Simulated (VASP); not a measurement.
Here is a VASP 6.6.1 calculation.

Contents of INCAR:

```
ALGO = Normal ; EDIFF = 1E-7
EDIFFG = -0.01 ; ENCUT = 600
GGA = CA ; IBRION = 2
ISIF = 2 ; ISMEAR = 1
LASPH = T ; LCHARG = F
LREAL = F ; LWAVE = F
NELM = 80 ; NSW = 40
PREC = Accurate ; SIGMA = 0.1
```

KPOINTS

```
k-points
0
Gamma
  14 14 14
```

File POSCAR:

```
Bi                                      
1.0
   -1.9673787439      1.9673787439      1.9673787439
    1.9673787439     -1.9673787439      1.9673787439
    1.9673787439      1.9673787439     -1.9673787439
  Bi            
     1
Direct
     0.0000000000000000    0.0000000000000000    0.0000000000000000
```

Potentials or basis: VASP PAW LDA potentials, release 64 (Bi_d).

Command:

```bash
$ cat potpaw_LDA.64/Bi_d/POTCAR > POTCAR
$ mpirun -np 1 vasp_std > vasp.out
```

Problem. What does it give for the band gap on the k mesh?

Solution. None (metal or under the smearing width).

Final structure:
```
Bi
1.0
    -1.96738    1.96738    1.96738
     1.96738   -1.96738    1.96738
     1.96738    1.96738   -1.96738
Bi
1
Cartesian
  0.0000 0.0000 0.0000
```

Caveat: the relaxation stopped at its first step, so nothing moved; spin-orbit coupling is left out, which moves the levels of the heavy elements.
